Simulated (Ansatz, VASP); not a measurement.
**Be in VASP and in Ansatz**

Contents of INCAR:

```
PREC = Accurate ; ENCUT = 520
EDIFF = 1E-6 ; ISMEAR = 0
SIGMA = 0.15 ; LREAL = F
LASPH = T ; NELM = 80
ALGO = Normal ; ISIF = 2
LWAVE = F ; LCHARG = F
GGA = PS ; NBANDS = 9
```

The input KPOINTS:

```
Automatic mesh
0
Gamma
  24 24 14
```

File POSCAR:

```
Be
1.0
    2.2995019849      0.0000000000      0.0000000000
   -1.1497509925      1.9914271350      0.0000000000
    0.0000000000      0.0000000000      3.7809450000
Be
2
Direct
    0.3333333333      0.6666666667      0.2500000000
    0.6666666667      0.3333333333      0.7500000000
```

Input for Ansatz:

```yaml
crystal:
  lattice:
    - [2.2995019849, 0.0, 0.0]
    - [-1.1497509925, 1.991427135, 0.0]
    - [0.0, 0.0, 3.780945]
  atoms:
    - { symbol: Be, position: [0.3333333333, 0.6666666667, 0.25] }
    - { symbol: Be, position: [0.6666666667, 0.3333333333, 0.75] }
basis:
  ecutwfc: 420
kpoints:
  mp_grid: { grid: [24, 24, 14] }
hamiltonian:
  xc: pbesol
scf:
  occupations: { method: gaussian, width: 0.15 }
output:
  forces: true
  stress: true
  eigenvalues: true
```

Change from the starting cell: strain +0.000 along x and y, +0.050 along z, atoms carried along.

Alike in both runs: task single point; functional PBEsol; k mesh 24 × 24 × 14; occupations gaussian, width 0.15 eV; no spin polarisation.

|  | VASP | Ansatz |
| --- | --- | --- |
| version | VASP 6.6.1 | Ansatz 0.2.0 |
| potentials or method | VASP PAW PBE potentials, release 64 (Be) | scalar-relativistic, plane waves, PAW |
| plane-wave cutoff (eV) | 520 | 420 |
| valence electrons in the cell | 4 | 4 |

```tsv
	VASP	Ansatz	Ansatz less VASP
gap on the k mesh at the Fermi level (eV)	none	none	-
pressure (GPa)	-10.3	-10.6	-0.28
largest component of the traceless stress (GPa)	8.89	8.88	-0.008
```

A gap of «none» marks a metal or a gap that the smearing closes.

Caveats: the PAW data sets were made with another functional, which shifts forces and pressure a little (VASP).
